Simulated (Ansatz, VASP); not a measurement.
## Zn in VASP and in Ansatz

```
Zn
1.0
     0.00000    2.95659    2.95659
     2.95659    0.00000    2.95659
     2.95659    2.95659    0.00000
Zn
2
Cartesian
  0.0000 0.0000 0.0000
  1.4783 1.4783 1.4783
```

Change from the starting cell: volume scaled by 1.05, PAW files.

Alike in both runs: task electric field gradients; functional PBE; k mesh 11 × 11 × 11; occupations fermi-dirac, width 0.05 eV; no spin polarisation.

|  | VASP | Ansatz |
| --- | --- | --- |
| version | VASP 6.6.1 | Ansatz 0.2.0 |
| potentials or method | VASP PAW PBE potentials, release 64 (Zn) | PAW with Ansatz's default frozen-core files, scalar-relativistic |
| plane-wave cutoff (eV) | 520 | 420 |
| valence electrons in the cell | 24 | 24 |

VASP gave:

- pressure (GPa): -1.0
- Vzz of the field gradient on the site that differs most (V/Å²): 0.0

Task: Estimate Ansatz's values.

Result: Pressure (GPa): -1.1; Vzz of the field gradient on the site that differs most (V/Å²): 0.0.

With one functional, cell and mesh, what is left measures potentials, basis and numerics.
